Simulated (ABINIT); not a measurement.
An input for ABINIT 10.8.3 (BN (Qingsongite)):

```
acell 3*1.0 Angstrom
rprim 
  -0.000000000000 1.807500000000 1.807500000000
  1.807500000000 0.000000000000 1.807500000000
  1.807500000000 1.807500000000 -0.000000000000
ntypat 2
znucl 5 7
natom 2
typat 1 2
xred 
  0.000000000000 0.000000000000 0.000000000000
  0.250000000000 0.250000000000 0.250000000000
pp_dirpath "pseudos"
pseudos "B.upf, N.upf"
ecut 36
ngkpt 8 8 8
nshiftk 1
shiftk 0 0 0
kptopt 1
chksymbreak 0
istwfk *1
occopt 1
irdwfk 1
optdriver 4
nband 218
gwcalctyp 0
ecutsigx 36
symsigma 1
nkptgw 2
kptgw 
  0.0000000000 0.0000000000 0.0000000000
  0.5000000000 0.5000000000 0.0000000000
bdgw 
  2 7
  3 6
ecuteps 16
irdscr 1
ppmodel 1
indata_prefix "in"
outdata_prefix "out"
tmpdata_prefix "tmp"
```

```sh
OMP_NUM_THREADS=1 mpirun -n 8 abinit run.abi > log
```

Question: How long will it take on 8 MPI ranks of AMD EPYC 7R43, shared host, and how much memory?

It took 48 s; on shared hardware allow 24 s to 96 s. Peak host memory was 3.1 GiB.

[Paths, hosts, dates, memory and timing lines, banners, echoed tables and standing remarks are left out of the program output.]

[Logs are printed without paths, hosts, clocks, repeated set-up lines and the standing remarks that a program may print on its own settings, such as how far it seeks lower states.]

[Runs of the session that timed out or met a known fault of the program may be left out.]

[Hosts, paths, dates, database ids (printed as entryN), source tags and the programs' standing remarks are cut or masked in the printed files.]

[G0W0 gaps are taken among the corrected bands and points alone; a level outside them can change the order at an edge.]

[Where Ansatz stands beside ABINIT at settings called matched, ABINIT's density can come from a denser mesh and the files from another edition; pairs whose starting gaps differed by over 0.03 eV were left out, so agreement reads better than it is.]
